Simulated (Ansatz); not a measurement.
# ZrB2 (P6/mmm) in Ansatz: a series of runs

Aim: see how the results for ZrB2 move with the level of theory and the settings. Levels: PBE, BLYP+D3(BJ), BLYP+D4. Tasks: single point, relaxation of cell and atoms.

All numbers are computed with Ansatz 0.2.0; they aren't measurements. Logs are shortened: lines on timing, memory, paths and dates and some standing lists are left out, and cuts for length are marked.

### Step 1. The structure

It takes space group P6/mmm (No. 191, hexagonal). The conventional cell has a = 3.170 Å, b = 3.170 Å, c = 3.533 Å, α = 90.00°, β = 90.00°, γ = 120.00°. Around Zr (site symmetry 6/mmm) lie 12 B at 2.54 Å. B (site symmetry -6m2) has 3 B at 1.83 Å as nearest neighbours.

### Step 2. Single point, PBE

The input, input.yaml:

```yaml
crystal:
  lattice:
    - [3.17, 0.0, 0.0]
    - [-1.585, 2.74530053, 0.0]
    - [0.0, 0.0, 3.533]
  atoms:
    - { symbol: Zr, position: [0.0, 0.0, 0.0] }
    - { symbol: B, position: [0.6666666667, 0.3333333333, 0.5] }
    - { symbol: B, position: [0.3333333333, 0.6666666667, 0.5] }
hamiltonian:
  xc: pbe
  pseudopotentials: { kind: paw }
kpoints:
  mp_grid: { grid: [10, 10, 8] }
scf:
  occupations: { method: gaussian, width: 0.012 }
output:
  forces: true
  stress: true
  eigenvalues: true
```

Potentials or basis: Ansatz PAW.

Run with:

```console
> ansatz run input.yaml --threads 2 --pin off --max-ram 5632MiB --backend cpu --events-out ev --progress --plain --runs-dir out
```

The log of the run:

```text
Warning: RAYON_NUM_THREADS=2 ignored (pool sized by the plan → 2); use --threads N
Engine: ansatz 0.2.0, x86_64-unknown-linux-gnu
Pseudopotentials: kind: paw
Pseudopotential: Zr, paw, valence charge 12, recommended cutoff 420 eV (normal), Zr.paw.azcp
Pseudopotential: B, paw, valence charge 3, recommended cutoff 420 eV (normal), B.paw.azcp
Functional definition: PBE
  parameter kappa = 0.804
  parameter beta = 0.06672455060314922
  exchange = pbe_x(kappa = kappa, mu = beta*pi^2/3)
  correlation = pbe_c(beta = beta)
Crystal: 3 atoms, lattice volume = 30.746 Å³
Basis set: ecut = 420 eV, 575 PW (Γ), exchange–correlation on 48×48×48 points (8 copies of the dense FFT grid, shifted against one another)
Bands: 13, of which v1, the nominal top of the filled ones, is band 9 counted from 1 (8 counted from 0)
Symmetry: 24 space group operations
Space group: P6/mmm (ITA 191), of the structure as read, at distance tolerance 3.1e-5 Å
k-points: 70 of 800
Non-local potential: Zr, projectors of the file, l = 0: 3, l = 1: 2, l = 2: 2, l = 3: 2
Non-local potential: B, projectors of the file, l = 0: 2, l = 1: 2, l = 2: 1
PAW form: soft (Blöchl's): semilocal exchange-correlation on the pseudo side does not see the compensation charge
PAW one-centre angular grid: Zr, 590 points (default); XC on 64 Gauss nodes
PAW one-centre angular grid: B, 110 points (default); XC on 64 Gauss nodes
Initial density: superposition of atomic densities (neutral atoms: chi_scale 0, normalization atom), corrected by the library's trained network
Initial wavefunctions: pseudopotential atomic-orbital guess
Functional: x = pbe(κ = 0.804, μ = 0.2195149727645171), c = pbe(β = 0.06672455060314922)
SCF iter   1: F=—  HF=-4498.717105 eV  |F-HF|=—  |Δ(HF+E_count)|=         —  Δρ=1.63e-3  dr2=4.54e-4  ethr=1.77e-3  ⟨swp⟩=5.8  Hψ=4620  notcnv=0
preconditioner: auto → none  [insulator: Δε(μ)=0.023 eV  Ē_g=8.843 eV  σ=0.012 eV  W_gap=0.57  n_scr=8 (ndim 8)  ℏωp=21.2 eV  f_vac=0.000  D(μ)=1.45/eV (n_scr^D=20)  ε∞_Penn≈6.7]
SCF iter   2: F=—  HF=-4498.717052 eV  |F-HF|=—  |Δ(HF+E_count)|=   5.28e-5  Δρ=7.04e-4  dr2=5.43e-5  ethr=2.52e-6  ⟨swp⟩=2.0  Hψ=2292  notcnv=0  defer=5
SCF iter   3: F=—  HF=-4498.717096 eV  |F-HF|=—  |Δ(HF+E_count)|=   4.39e-5  Δρ=3.14e-4  dr2=1.27e-5  ethr=3.01e-7  ⟨swp⟩=2.3  Hψ=1492  notcnv=0  defer=5
SCF iter   4: F=—  HF=-4498.717106 eV  |F-HF|=—  |Δ(HF+E_count)|=   9.32e-6  Δρ=7.24e-5  dr2=1.29e-6  ethr=7.08e-8  ⟨swp⟩=2.0  Hψ=1257  notcnv=0  defer=5
iter 5 did not close the SCF: its close was put off for the readings that it lacked (scf_convergence_deferred on its scf_iter line)
SCF iter   5: F=-4498.717106 eV  HF=-4498.717106 eV  |F-HF|=3.53e-8  |Δ(HF+E_count)|=   1.76e-7  Δρ=1.59e-5  dr2=2.02e-8  ethr=7.17e-9  ⟨swp⟩=2.3  Hψ=1330  notcnv=0  defer=5
SCF iter   6: F=-4498.717106 eV  HF=-4498.717106 eV  |F-HF|=7.34e-10  |Δ(HF+E_count)|=   3.82e-8  Δρ=2.77e-6  dr2=7.18e-10  ethr=1.12e-10  ⟨swp⟩=2.0  Hψ=2841  notcnv=0
SCF 1 converged in 6 iterations: F = -4498.717106 eV  dr2 = 7.18e-10
SCF converged after 6 iterations
Free energy (F): -4498.717106 eV
Harris-Foulkes:  -4498.717106 eV  (|F-HF|=7.34e-10)
Internal energy: -4498.717003 eV  (E = F + TS)
E sigma→0 (E₀):  -4498.717055 eV
Entropy (-TS):   -0.000102 eV (-0.034 meV/atom)
Fermi energy:    15.669523 eV
--- Per-component energies (eV) ---
  E_band       = -25.262585
  E_kinetic    = 435.199639
  E_local      = -556.492261  (includes V_loc(G=0)·N_el)
  E_nonlocal   = 100.556105
  E_hartree    = 176.055944
  E_xc         = -228.961049
  E_vxc        = -271.357845  (∫ρ·V_xc dr)
  E_paw        = -3110.890777  (= ΣΔE_a)
  E_vpaw       = -85.279727  (= ΣTr[D̂ρ^β])
  E_aug_tail   = 0.000016  (compensation charges beyond the density's cutoff)
  E_ewald      = -1314.184620
  E_smearing   = -0.000102  (= −TS)
  E_closure    = 0.000000  (closes the sum)
  Σ components = -4498.717106   (vs F -4498.717106, Δ=0.00e0)
--- Forces (eV/Å), atoms counted from 1 ---
  atom   1  Zr     0.00000000    -0.00000000     0.00000000
  atom   2  B      0.00000000     0.00000000     0.00000000
  atom   3  B     -0.00000000    -0.00000000     0.00000000
  max |Σ_I F_I| component: 3.70e-17 eV/Å
--- Stress (GPa, compression-positive) ---
        0.384646       0.000000       0.000000
        0.000000       0.384646       0.000000
        0.000000       0.000000       1.585233
  P = ⅓ Tr σ = 0.7848 GPa (7.848 kbar)
--- Band table (eV; the first three rows and the last of 70) ---
  k-point 0: bands = ["-32.8352", "-11.0202", "-10.4725", "-10.4725", "3.0653", "13.1647", "13.1647", "13.2095", "13.4481", "19.1896", "19.1896", "19.9657", "19.9657"]
  k-point 1: bands = ["-32.8324", "-11.0755", "-10.4688", "-10.4688", "3.2940", "11.9786", "13.3112", "13.3112", "14.6094", "18.2235", "18.2235", "19.5016", "19.5016"]
  k-point 2: bands = ["-32.8256", "-11.2058", "-10.4597", "-10.4597", "3.9086", "10.6024", "13.7374", "13.7374", "15.8752", "17.0943", "17.0943", "18.4181", "18.4181"]
  k-point 69: bands = ["-32.6886", "-11.1503", "-11.1125", "-10.9783", "6.6050", "7.5637", "10.9009", "13.0315", "13.0846", "19.8037", "21.5012", "21.8726", "22.0167"]
```

It took 3 s on 2 threads of Intel Xeon at 2.50GHz (Skylake/Cascade Lake), shared host; peak memory 0.34 GiB.

Results:

```
Free energy            : -4498.7171 eV
Pressure               : 0.8 GPa
Band gap on the k mesh : none (metal or under the smearing width)
```

### Step 3. Relaxation of cell and atoms, BLYP+D3(BJ)

Changes to input.yaml since step 2:

```diff
@@ -10,4 +10,5 @@
 hamiltonian:
-  xc: pbe
+  xc: blyp
   pseudopotentials: { kind: paw }
+  dispersion: d3bj
 kpoints:
@@ -15,3 +16,3 @@
 scf:
-  occupations: { method: gaussian, width: 0.012 }
+  occupations: { method: fermi_dirac, width: 0.05 }
 output:
@@ -19,2 +20,9 @@
   stress: true
-  eigenvalues: true
+  write_density: true
+  write_potential: true
+  elf: true
+  volumetric_format: npy
+relax:
+  f_tol: 0.01
+  max_steps: 40
+  cell: { stress_tol: 0.05 }
```

Potentials or basis: Ansatz PAW.

Run with:

```console
> ansatz run input.yaml --threads 2 --pin off --max-ram 5632MiB --backend cpu --events-out ev --progress --plain --runs-dir out
```

Run time: 23 s. Hardware: 2 threads of Intel Xeon at 2.50GHz (Skylake/Cascade Lake), shared host; peak memory 0.37 GiB.

It converged, with:

```
Free energy                            : -4514.4231 eV
Relaxed volume                         : 9.96 Å³/atom
Relaxed cell                           : a = 3.122 Å, b = 3.122 Å, c = 3.540 Å, α = 90.00°, β = 90.00°, γ = 120.00°
Space group after relaxing (to 0.05 Å) : P6/mmm (No. 191)
Energy gained by relaxing              : 8.7 meV/atom
Ionic steps                            : 7
Pressure after relaxing                : 0.0 GPa
Band gap on the k mesh                 : none (metal or under the smearing width)
```

Step by step:
| step | energy change (eV) | largest force (eV/Å) | volume (Å³) |
| --- | --- | --- | --- |
| 1 | 0.0000 | 0.0000 | 30.75 |
| 2 | -0.0265 | 0.0000 | 29.74 |
| 3 | -0.0269 | 0.0000 | 29.91 |
| 4 | -0.0270 | 0.0000 | 29.88 |
| 5 | -0.0260 | 0.0000 | 29.88 |
| 6 | -0.0260 | 0.0000 | 29.88 |
| 7 | -0.0260 | 0.0000 | 29.88 |

Final structure:
```
Zr B
1.0
     3.12199    0.00000    0.00000
    -1.56099    2.70372    0.00000
     0.00000    0.00000    3.53988
Zr B
1 2
Direct
  0.00000 0.00000 0.00000
  0.66667 0.33333 0.50000
  0.33333 0.66667 0.50000
```

Levels at points of the mesh, in eV from the Fermi level:
```csv
k point,band 6,band 7,band 8,band 9,band 10,band 11,band 12,band 13
"(0.00, 0.00, 0.00)",-2.53,-2.53,-2.50,-2.38,3.52,3.52,4.09,4.09
"(0.00, 0.00, -0.50)",-6.84,-0.91,-0.91,0.60,0.60,0.84,0.84,1.62
"(0.00, -0.50, 0.00)",-8.44,-4.00,-3.01,-2.59,2.29,2.40,5.12,5.13
"(0.00, -0.50, -0.50)",-6.97,-4.55,-4.08,-1.77,3.67,4.53,5.46,6.17
```

Caveat: the plane-wave basis is chosen anew once the cell has moved, so the energies of steps on either side of that aren't comparable; pairwise dispersion overbinds metals, which lowers pressure and volume; the PAW data sets come from PBE, with cores solved anew for the run's functional, which leaves a small shift of forces and pressure.

### Step 4. Relaxation of cell and atoms, BLYP+D4

Changes to input.yaml since step 3:

```diff
@@ -12,3 +12,3 @@
   pseudopotentials: { kind: paw }
-  dispersion: d3bj
+  dispersion: d4
 kpoints:
@@ -20,6 +20,2 @@
   stress: true
-  write_density: true
-  write_potential: true
-  elf: true
-  volumetric_format: npy
 relax:
```

Run with:

```console
> ansatz run input.yaml --threads 2 --pin off --max-ram 5632MiB --backend cpu --events-out ev --progress --plain --runs-dir out
```

Wall time 22 s (2 threads of Intel Xeon at 2.50GHz (Skylake/Cascade Lake), shared host); peak memory 0.36 GiB.

It converged, with:

| Quantity | Value |
| --- | --- |
| Free energy | -4513.5052 eV |
| Relaxed volume | 10.09 Å³/atom |
| Relaxed cell | a = 3.149 Å, b = 3.149 Å, c = 3.525 Å, α = 90.00°, β = 90.00°, γ = 120.00° |
| Space group after relaxing (to 0.05 Å) | P6/mmm (No. 191) |
| Energy gained by relaxing | 2.2 meV/atom |
| Ionic steps | 5 |
| Pressure after relaxing | 0.0 GPa |

Step by step:
```csv
step,energy change (eV),largest force (eV/Å),volume (Å³)
1,0.0000,0.0000,30.75
2,-0.0066,0.0000,30.13
3,-0.0070,0.0000,30.27
4,-0.0071,0.0000,30.26
5,-0.0065,0.0000,30.26
```

Final structure:
```cif
data_structure
_symmetry_space_group_name_H-M 'P 1'
_symmetry_Int_Tables_number 1
_cell_length_a 3.1487
_cell_length_b 3.1487
_cell_length_c 3.5247
_cell_angle_alpha 90.000
_cell_angle_beta 90.000
_cell_angle_gamma 120.000
_cell_volume 30.26
loop_
_atom_site_label
_atom_site_type_symbol
_atom_site_fract_x
_atom_site_fract_y
_atom_site_fract_z
_atom_site_occupancy
Zr1 Zr 0.00000 0.00000 0.00000 1
B1 B 0.66667 0.33333 0.50000 1
B2 B 0.33333 0.66667 0.50000 1
```

Caveat: the plane-wave basis is chosen anew once the cell has moved, so the energies of steps on either side of that aren't comparable; the PAW data sets come from PBE, with cores solved anew for the run's functional, which leaves a small shift of forces and pressure.

### Step 5. Single point, PBE

Changes to input.yaml since step 4:

```diff
@@ -10,5 +10,4 @@
 hamiltonian:
-  xc: blyp
+  xc: pbe
   pseudopotentials: { kind: paw }
-  dispersion: d4
 kpoints:
@@ -16,3 +15,3 @@
 scf:
-  occupations: { method: fermi_dirac, width: 0.05 }
+  occupations: { method: gaussian, width: 0.029 }
 output:
@@ -20,5 +19,2 @@
   stress: true
-relax:
-  f_tol: 0.01
-  max_steps: 40
-  cell: { stress_tol: 0.05 }
+  eigenvalues: true
```

Run with:

```console
> ansatz run input.yaml --threads 2 --pin off --max-ram 5632MiB --backend cpu --events-out ev --progress --plain --runs-dir out
```

Wall time 3.5 s (2 threads of Intel Xeon at 2.50GHz (Skylake/Cascade Lake), shared host); peak memory 0.35 GiB.

It converged, with:

- Free energy: -4498.7173 eV
- Pressure: 0.8 GPa
- Band gap on the k mesh: none (metal or under the smearing width)

Stress tensor (GPa, compression positive):
```
0.39 0.00 0.00
0.00 0.39 0.00
0.00 0.00 1.58
```

Levels at points of the mesh, in eV from the Fermi level:
```tsv
k point	band 6	band 7	band 8	band 9	band 10	band 11	band 12	band 13
(0.00, 0.00, 0.00)	-2.51	-2.51	-2.46	-2.22	3.52	3.52	4.29	4.29
(0.00, 0.00, -0.50)	-6.84	-0.84	-0.84	0.45	0.45	0.90	0.90	1.95
(0.00, -0.50, 0.00)	-8.39	-3.77	-2.93	-2.56	2.35	2.42	5.04	5.11
(0.00, -0.50, -0.50)	-6.87	-4.49	-4.01	-1.89	3.86	4.20	5.41	6.35
```

### Step 6. Overview

| task | level | cell | smearing | gap on the mesh (eV) | pressure (GPa) | relaxed volume (Å³/atom) |
| --- | --- | --- | --- | --- | --- | --- |
| single point | PBE | as given | gaussian 0.012 eV | none | 0.8 | - |
| relaxation of cell and atoms | BLYP+D3(BJ) | relaxed | fermi-dirac 0.05 eV | none | 0.0 | 9.96 |
| relaxation of cell and atoms | BLYP+D4 | relaxed | fermi-dirac 0.05 eV | - | 0.0 | 10.09 |
| single point | PBE | as given | gaussian 0.029 eV | none | 0.8 | - |

Alike in all rows: potentials or basis Ansatz PAW; no spin polarisation; k mesh 10 × 10 × 8; cutoff (eV) 420.

Caveats: the plane-wave basis is chosen anew once the cell has moved, so the energies of steps on either side of that aren't comparable (some runs); the PAW data sets come from PBE, with cores solved anew for the run's functional, which leaves a small shift of forces and pressure (some runs); pairwise dispersion overbinds metals, which lowers pressure and volume (some runs).

Absolute energies hang on the potentials; compare differences alone.
